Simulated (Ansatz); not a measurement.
# 1T-IrSSe monolayer in a perpendicular field, part 2 of 2

Wanted: the out-of-plane response of the 1T-IrSSe monolayer. A positive field points along +c.

Ansatz 0.2.0; plane-wave DFT, PBE-D3(BJ), Ansatz PAW (set soft_1); PAW set soft_1.

So far. Step 2 (Relaxing the slab): The lattice constant a goes from 3.456 to 3.598 Å.

**3. Atoms held, field 0**

A sawtooth potential applies the field, turning back in the middle of the vacuum. With the dipole correction the typed value is the field outside the slab. The induced dipole is small, so the SCF threshold is tight.

The cell differs from the one that the last finished run ended in (c 36.408 → 20.511 Å).

input.yaml

```yaml
crystal:
  lattice:
    - [3.5975472929, 0.0, 0.0]
    - [-1.7987736465, 3.115567347, 0.0]
    - [0.0, 0.0, 20.5112789611]
  atoms:
    - { symbol: Se, position: [0.6666666667, 0.3333333333, 0.4387829748] }
    - { symbol: Ir, position: [0.0, 0.0, 0.5095050805] }
    - { symbol: S, position: [0.3333333333, 0.6666666667, 0.5612170252] }
kpoints:
  mp_grid: { grid: [18, 18, 1] }
  band_path:
    path: [[0, 0, 0], [0.5, 0, 0], [0.33333333, 0.33333333, 0], [0, 0, 0]]
    npoints: 16
hamiltonian:
  xc: pbe
  dispersion: d3bj
  pseudopotentials: { kind: paw, azcp: { folder: soft_1 } }
scf:
  occupations: { method: fermi_dirac, width: 0.02585 }
  convergence: { dr2_threshold: 1.0e-10 }
efield:
  axis: 3
  dipole_correction: true
  ramp_position: 0.97
  ramp_width: 0.06
  amplitude: 0
output:
  dos: { projected: true, e_range: [-6, 5] }
  write_potential: true
  write_density: true
  volumetric_format: npy
  elf: true
```

Launch:

```sh
> ansatz run input.yaml --threads 2 --pin off --max-ram 3072MiB --backend cpu --events-out ev --progress --plain --runs-dir out
```

Numbers of over 12 decimals in the logs are rounded to 6 here.

Log:

```text
[...]
Crystal: 3 atoms, lattice volume = 229.899 Å³
Basis set: ecut = 420 eV, 4425 PW (Γ)
Bands: 24, of which v1, the nominal top of the filled ones, is band 20 counted from 1 (19 counted from 0)
Symmetry: 6 space group operations
[...]
k-points: 37 of 324 (time reversal used)
[...]
SCF iter   1: F=—  HF=-18309.653753 eV  |F-HF|=—  |Δ(HF+E_count)|=         —  Δρ=2.27e-2  dr2=9.77e-1  ethr=2.42e-3  p=0.000 e·Å  D=1.97e-6 V/Å  ΔV_dip=-0.00 eV  dr2_dipole=2.69e-2  V_vac-E_F(+/−)=6.41/6.41 eV  ⟨swp⟩=1.0  Hψ=6722  notcnv=0
efield: sawtooth ramp at fractional position 0.9700 (set: `efield.ramp_position`, or a place that a band, a saddle search or an elastic batch's reference lends), width 0.0600; the density the first Hamiltonian is built on has a dipole p = 0.000 e·Å; the dipole correction subtracts the counter field D = 1.97e-6 V/Å, which shifts the + side's vacuum level by -0.00 eV against the − side's; the planar-averaged density in the ramp window peaks in size at 8.5e-6 e/Å³
[...]
SCF iter   2: F=—  HF=-18309.498161 eV  |F-HF|=—  |Δ(HF+E_count)|=   1.56e-1  Δρ=6.22e-3  dr2=1.05e-1  ethr=2.42e-3  p=-0.008 e·Å  D=-6.09e-3 V/Å  ΔV_dip=0.12 eV  dr2_dipole=1.39e-3  V_vac-E_F(+/−)=5.64/5.51 eV  ⟨swp⟩=3.3  Hψ=1884  notcnv=0
[...]
SCF iter  12: F=-18309.487064 eV  HF=-18309.487064 eV  |F-HF|=2.18e-11  |Δ(HF+E_count)|=  1.75e-10  Δρ=7.38e-8  dr2=2.60e-11  ethr=1.00e-12  p=0.002 e·Å  D=1.37e-3 V/Å  ΔV_dip=-0.03 eV  dr2_dipole=3.95e-12  V_vac-E_F(+/−)=5.38/5.41 eV  ⟨swp⟩=4.4  Hψ=2509  notcnv=0
SCF 1 converged in 12 iterations: F = -18309.487064 eV  dr2 = 2.60e-11
[...]
NSCF: frozen V_eff on 49 k-points
efield: sawtooth ramp at fractional position 0.9700 (kept from the solve that this one continues, or follows in the run), width 0.0600; the density the first Hamiltonian is built on has a dipole p = 0.002 e·Å; the dipole correction subtracts the counter field D = 1.37e-3 V/Å, which shifts the + side's vacuum level by -0.03 eV against the − side's; the planar-averaged density in the ramp window peaks in size at 8.6e-6 e/Å³
WARN: The output density's exchange-correlation potential varies sharply where the density is thin. Do not read a vacuum level from v_tot or v_xc, or from such a field of the output density. On a cell that repeats whose density bears no net charge and no dipole along the vacuum's axis use v_es (v_loc + v_h of the components); under efield.dipole_correction with no amplitude use v_es + v_field, which holds any externa [...]
SCF converged after 12 iterations
Free energy (F): -18309.487064 eV
[...]
Internal energy: -18309.480278 eV  (E = F + TS)
E sigma→0 (E₀):  -18309.483671 eV
Entropy (-TS):   -0.006786 eV (-2.262 meV/atom)
Fermi energy:    -1.168420 eV
Dipole field:    D = 0.001374 V/Å  (p = 0.001746 e·Å, saw-weighted, corrected)
Work function:   Φ+ = 5.3829 eV   Φ− = 5.4110 eV
Levels:          The Fermi level and band energies are counted from a zero that moves with the ramp; work functions are not
[...]
--- Band table (eV; the first three rows and the last of 37) ---
  k-point 0: bands = [... 16 lower, -2.6645, -1.4846, -1.4846, -1.4379, 2.3949, 2.3949, 3.3392, 3.8271]
  k-point 1: bands = [... 16 lower, -2.6292, -1.8740, -1.4392, -1.0960, 2.1255, 2.3268, 3.4383, 3.8907]
  k-point 2: bands = [... 16 lower, -2.6374, -2.1111, -1.3409, -0.8531, 1.5766, 2.1610, 3.6857, 4.0507]
  k-point 36: bands = [... 16 lower, -4.1330, -2.8331, -1.9272, -1.2452, 0.6115, 1.6382, 5.3094, 6.8176]
```

Elapsed: 12 s, on 2 threads of Intel Xeon Platinum 8559C (Emerald Rapids), shared host; peak memory 0.76 GiB; 24 s of CPU time.

Numbers from this step:

```
energy at zero smearing        : -18309.4837 eV
work function, upper face      : 5.383 eV
work function, lower face      : 5.411 eV
dipole along the normal        : 0.001746 e·Å
step between the vacuum levels : -0.02818 eV
```

Running mean over a fixed 2.7 Å (it still follows the layers) of the planar mean; the ramp of the sawtooth is left out. The electron's electrostatic potential energy less the Fermi level by z:

```csv
z (Å),electron's electrostatic potential energy less the Fermi level (eV)
3.0,5.41
3.5,5.41
4.0,5.41
4.5,5.41
5.0,5.41
5.5,5.40
6.0,5.36
6.5,5.21
7.0,4.55
7.5,3.25
8.0,1.79
8.5,-0.248
9.0,-3.20
9.5,-6.34
10.0,-8.31
10.5,-9.17
11.0,-8.60
11.5,-6.26
12.0,-2.88
12.5,0.476
13.0,3.04
13.5,4.73
14.0,5.25
14.5,5.36
15.0,5.38
15.5,5.38
16.0,5.38
16.5,5.38
17.0,5.38
17.5,5.38
```

The density of states has structure finer than the step of the table below, so its rows give means over 0.2 eV, whole bins alone (the curve runs from -6 to 1.99 eV). Peaks (eV: height): -5.70: 6.78, -5.09: 7.15, -3.90: 17.9, -3.19: 7.37, -1.48: 12.7, -0.84: 7.41, 0.40: 6.75.

The density of states by energy, zero at the Fermi level; means over each step:

energy (eV), density of states (states/eV a cell) and a bar:
```
     -5.8        2.8 ###############
     -5.6        2.3 #############
     -5.4        1.9 ###########
     -5.2        5.3 #############################
     -5.0        4.9 ###########################
     -4.8        4.2 #######################
     -4.6        1.5 #########
     -4.4        1.3 #######
     -4.2        0.2 #
     -4.0        5.2 #############################
     -3.8        2.8 ################
     -3.6        0.7 ####
     -3.4        1.4 ########
     -3.2        3.6 ####################
     -3.0        2.2 ############
     -2.8        2.8 ################
     -2.6        2.0 ###########
     -2.4        1.6 #########
     -2.2        2.1 ############
     -2.0        1.5 ########
     -1.8        2.6 ###############
     -1.6        2.7 ###############
     -1.4        5.4 ##############################
     -1.2        2.8 ################
     -1.0        3.2 ##################
     -0.8        3.6 ####################
     -0.6        1.5 ########
     -0.4        1.9 ##########
     -0.2        3.7 ####################
      0.0        3.0 #################
      0.2        1.9 ###########
      0.4        2.0 ###########
      0.6        0.0 
      0.8        0.0 
      1.0        0.0 
      1.2        0.0 
      1.4        0.0 
      1.6        0.0 
      1.8        0.5 ###
```

Projected DOS per atom over height of the atomic layer and energy from the Fermi level. Layers: Se Ir S from below.

Ten even steps from '0' (0.00 states/eV) to '9' (3.11 states/eV), each cell a mean:
```
010
000
000
000
111
242
231
232
252
291
240
211
131
241
232
110
352
101
233
375
022
134
```
Columns: height of the atomic layer (Å) from 9 to 11.5 (not evenly spaced); rows upwards: energy from the Fermi level (eV) from -5.96 to 1.96.

Electronic bands along the path, in eV, zero at the Fermi level:

```
  point  band 17  band 18  band 19  band 20  band 21  band 22  band 23  band 24
      Γ    -1.50    -0.32    -0.32    -0.27     3.56     3.56     4.51     5.00
halfway    -1.84    -0.82    -0.20     0.17     1.95     3.01     5.56     5.87
      M    -2.28    -1.39    -1.36    -1.16     2.97     3.18     5.17     6.19
halfway    -2.48    -1.53    -1.15    -0.29     2.25     2.94     5.89     7.26
      K    -2.96    -1.66    -0.76    -0.08     1.78     2.81     6.48     7.99
halfway    -1.71    -1.06    -0.37     0.28     2.18     2.37     6.10     6.13
      Γ    -1.50    -0.32    -0.32    -0.27     3.56     3.56     4.51     5.00
```

ELF in the ca plane at fractional y = 0.000, with atoms of Ir within 0.2 Å of it. It is the smooth field of the valence electrons, not physical close to the nuclei.

Ten even steps from '0' (0.00) to '9' (0.71), each cell a mean:
```
00000000000000000001347778643100000000000000
00000000000000000123444676443200000000000000
00000000000000012467764344566421000000000000
00000000000000135899985325788753100000000000
00000000000000136899985225799863100000000000
00000000000000024688875334788642000000000000
00000000000000001245654454454310000000000000
00000000000000000012345787533100000000000000
00000000000000000001347768753100000000000000
```
Columns run along c (16.0 Å, from fractional 0.08 to 0.86 of the cell), rows up along a (3.6 Å). Atoms in or near the plane, at fractional coordinates: Ir at (0.51, 0.00).

Valence density in the ca plane at fractional y = 0.000, with atoms of Ir within 0.2 Å of it. It is the smooth field of the valence electrons, not physical close to the nuclei.

Values in e/Å³, 5 rows by 16 columns, each cell a mean:
```
0.0 0.0 0.0 0.0 0.0 0.0 0.0 0.3 4.2 2.8 0.1 0.0 0.0 0.0 0.0 0.0
0.0 0.0 0.0 0.0 0.0 0.0 0.1 0.3 0.5 0.5 0.2 0.0 0.0 0.0 0.0 0.0
0.0 0.0 0.0 0.0 0.0 0.0 0.1 0.4 0.2 0.3 0.2 0.0 0.0 0.0 0.0 0.0
0.0 0.0 0.0 0.0 0.0 0.0 0.1 0.3 1.0 0.8 0.1 0.0 0.0 0.0 0.0 0.0
0.0 0.0 0.0 0.0 0.0 0.0 0.0 0.3 5.6 3.8 0.1 0.0 0.0 0.0 0.0 0.0
```
Columns run along c (16.0 Å, from fractional 0.08 to 0.86 of the cell), rows up along a (3.6 Å). Atoms in or near the plane, at fractional coordinates: Ir at (0.51, 0.00).

Electrostatic potential energy in the ca plane at fractional y = 0.000, with atoms of Ir within 0.2 Å of it. With pseudopotentials it is smooth inside the atoms' cores, unlike the true potential.

Ten even steps from '0' (-41 eV) to '9' (4 eV), each cell a mean:
```
99999999999999999999971000279999999999999999
99999999999999999999985101689999999999999999
99999999999999999999888777889999999999999999
99999999999999999998788998888999999999999999
99999999999999999988788998888999999999999999
99999999999999999998888888889999999999999999
99999999999999999999987535789999999999999999
99999999999999999999973000489999999999999999
99999999999999999999961000179999999999999999
```
Columns run along c (16.0 Å, from fractional 0.08 to 0.86 of the cell; values clipped at the 3rd and 97th percentile), rows up along a (3.6 Å). Atoms in or near the plane, at fractional coordinates: Ir at (0.51, 0.00).

The work function of the upper face is 5.38 eV.

**4. Single point, field 0.1 V/Å**

input.yaml, as its differences from that of step 3:

```diff
@@ -24,7 +24,6 @@
   dipole_correction: true
-  ramp_position: 0.97
-  ramp_width: 0.06
-  amplitude: 0
+  ramp_position: 0.9269
+  ramp_width: 0.1463
+  amplitude: 0.1
 output:
-  dos: { projected: true, e_range: [-6, 5] }
   write_potential: true
@@ -32,2 +31 @@
   volumetric_format: npy
-  elf: true
```

Log:

```text
[...]
Crystal: 3 atoms, lattice volume = 229.899 Å³
Basis set: ecut = 420 eV, 4425 PW (Γ)
Bands: 24, of which v1, the nominal top of the filled ones, is band 20 counted from 1 (19 counted from 0)
Symmetry: 6 space group operations
[...]
k-points: 37 of 324 (time reversal used)
[...]
--- Band table (eV; the first three rows and the last of 37) ---
  k-point 0: bands = [... 16 lower, -2.6831, -1.4923, -1.4923, -1.4361, 2.3885, 2.3885, 3.2273, 3.9549]
  k-point 1: bands = [... 16 lower, -2.6475, -1.8788, -1.4468, -1.0973, 2.1193, 2.3204, 3.3142, 4.0197]
  k-point 2: bands = [... 16 lower, -2.6518, -2.1205, -1.3484, -0.8535, 1.5706, 2.1546, 3.5346, 4.1965]
  k-point 36: bands = [... 16 lower, -4.1423, -2.8371, -1.9377, -1.2490, 0.5998, 1.6332, 5.2909, 6.8267]
[key lines of the parts left out:]
SCF converged after 12 iterations
Free energy (F): -18309.488666 eV
Fermi energy:    -1.172998 eV
Dipole field:    D = 0.023861 V/Å  (p = 0.030315 e·Å, saw-weighted, corrected)
```

Run time: 11 s. Hardware: 2 threads; peak memory 0.66 GiB.

The dipole is 0.0303 e·Å, 0.0286 e·Å from its value without field.

**5. Single point, field -0.1 V/Å**

input.yaml, as its differences from that of step 4:

```diff
@@ -26,3 +26,3 @@
   ramp_width: 0.1463
-  amplitude: 0.1
+  amplitude: -0.1
 output:
```

Log:

```text
[...]
Crystal: 3 atoms, lattice volume = 229.899 Å³
Basis set: ecut = 420 eV, 4425 PW (Γ)
Bands: 24, of which v1, the nominal top of the filled ones, is band 20 counted from 1 (19 counted from 0)
Symmetry: 6 space group operations
[...]
k-points: 37 of 324 (time reversal used)
[...]
--- Band table (eV; the first three rows and the last of 37) ---
  k-point 0: bands = [... 16 lower, -2.6469, -1.4780, -1.4780, -1.4408, 2.4003, 2.4003, 3.3401, 3.7170]
  k-point 1: bands = [... 16 lower, -2.6119, -1.8703, -1.4326, -1.0957, 2.1306, 2.3322, 3.4314, 3.7994]
  k-point 2: bands = [... 16 lower, -2.6240, -2.1027, -1.3343, -0.8537, 1.5814, 2.1664, 3.6534, 4.0054]
  k-point 36: bands = [... 16 lower, -4.1247, -2.8302, -1.9178, -1.2424, 0.6222, 1.6422, 5.3257, 6.8000]
[key lines of the parts left out:]
SCF converged after 12 iterations
Free energy (F): -18309.488317 eV
Fermi energy:    -1.164803 eV
Dipole field:    D = -0.021097 V/Å  (p = -0.026804 e·Å, saw-weighted, corrected)
```

Elapsed: 11 s, on 2 threads; peak memory 0.67 GiB.

The dipole is -0.0268 e·Å, -0.0285 e·Å from its value without field.

**6. Response, atoms held**

This step: plane-wave DFT, PBE-D3(BJ), Ansatz PAW (set soft_1); response to a field along the normal, atoms held; PAW set soft_1 (Ansatz 0.2.0).

The dipoles give the slope, and the difference of two potentials shows where the field is screened.

Numbers from this step:

| Property | Result |
| --- | --- |
| equivalent conductor thickness p/(ε₀AE) | 4.611 Å |
| distance between the outer atoms | 2.511 Å |

Dipole of the cell against applied field:

```
applied field (V/Å)  dipole of the cell (e·Å)
            -0.1000                   -0.0268
             0.0000                   0.00175
             0.1000                    0.0303
```

Local field over the applied field, running mean. From the potentials at -0.1 and 0.1 V/Å; running mean over 2.5 Å. The local field over applied field by z:

z (Å), local field over applied field and a bar:
```
     4.13      0.999 ##############################
     4.42      0.998 ##############################
     4.84      0.996 ##############################
     5.13      0.993 ##############################
     5.41      0.987 ##############################
     5.84      0.970 #############################
     6.12      0.949 ############################
     6.41      0.914 ###########################
     6.84      0.831 #########################
     7.12      0.752 ######################
     7.41      0.662 ####################
     7.83      0.515 ###############
     8.12      0.413 ############
     8.40      0.314 #########
     8.83      0.184 #####
     9.12      0.119 ###
     9.40      0.073 #
     9.83      0.037 
    10.11      0.028 
    10.40      0.030 
    10.68      0.043 
    11.11      0.094 ##
    11.40      0.153 ####
    11.68      0.229 ######
    12.11      0.369 ###########
    12.39      0.469 ##############
    12.68      0.571 #################
    13.10      0.720 #####################
    13.39      0.809 ########################
    13.67      0.880 ##########################
    14.10      0.947 ############################
    14.39      0.970 #############################
    14.67      0.984 ##############################
    15.10      0.994 ##############################
    15.38      0.997 ##############################
    15.67      0.998 ##############################
    16.10      0.999 ##############################
    16.38      1.000 ##############################
```

Electrons, planar mean, per unit field. The induced electron density by z:

```csv
z (Å),induced electron density (e/Å³ per V/Å)
4.13,3.4e-6
4.56,9.1e-6
4.99,2.3e-5
5.41,5.9e-5
5.84,1.4e-4
6.27,3.3e-4
6.69,7.3e-4
7.12,0.00151
7.55,0.00269
7.98,0.00338
8.40,0.00203
8.83,0.00123
9.26,8.8e-4
9.69,-8.3e-5
10.11,-2.8e-4
10.40,1.0e-4
10.83,-2.8e-4
11.25,-5.5e-4
11.68,-9.0e-4
12.11,-0.00317
12.53,-0.00367
12.96,-0.00229
13.39,-0.00108
13.82,-4.5e-4
14.24,-1.8e-4
14.67,-6.7e-5
15.10,-2.5e-5
15.53,-8.8e-6
15.95,-3.1e-6
16.38,-1.1e-6
```

By hand: between -0.1 and 0.1 V/Å the dipole changes by 0.05712 e·Å, a slope of 0.2856 e·Å²/V. A perfect conductor of thickness t has p = ε₀AEt, so t = 180.95 × 0.2856 / 11.208 = 4.61 Å (e/ε₀ = 180.95 V·Å, A in Å²).

The induced dipole is that of a conductor 4.61 Å thick.

**7. Results**

| Property | Result |
| --- | --- |
| gap without field | none |
| work function, upper face | 5.38 eV |
| step between the vacuum levels | -0.0282 eV |
| equivalent conductor thickness, atoms held | 4.61 Å |

**Reading.** The induced dipole equals that of a perfect conductor 4.61 Å thick, while the outer atoms lie 2.51 Å apart. The two faces differ: the vacuum level above lies 0.03 eV lower than the one below. There is no gap over 0.03 eV, with or without the field. The first relaxation ran with spin and lost its moment, and the later runs have none; other magnetic states were not tried. Spin-orbit coupling is left out, which matters for the bands of elements this heavy.

[Logs are printed without paths, hosts, clocks, repeated set-up lines and the standing remarks that a program may print on its own settings, such as how far it seeks lower states.]

[Hosts, paths, dates, database ids (printed as entryN), source tags and the programs' standing remarks are cut or masked in the printed files.]

[Maps of the electrostatic potential energy from Ansatz leave out the sawtooth potential of an applied field or a dipole correction, so their vacuum need not be flat; planar profiles and work functions include it.]

[The density of states shown here was stored with 400 of the rows of the run's finer table, so its peaks can read low, often by over a quarter, or be missed, and its means over a window can be off by a tenth or more.]
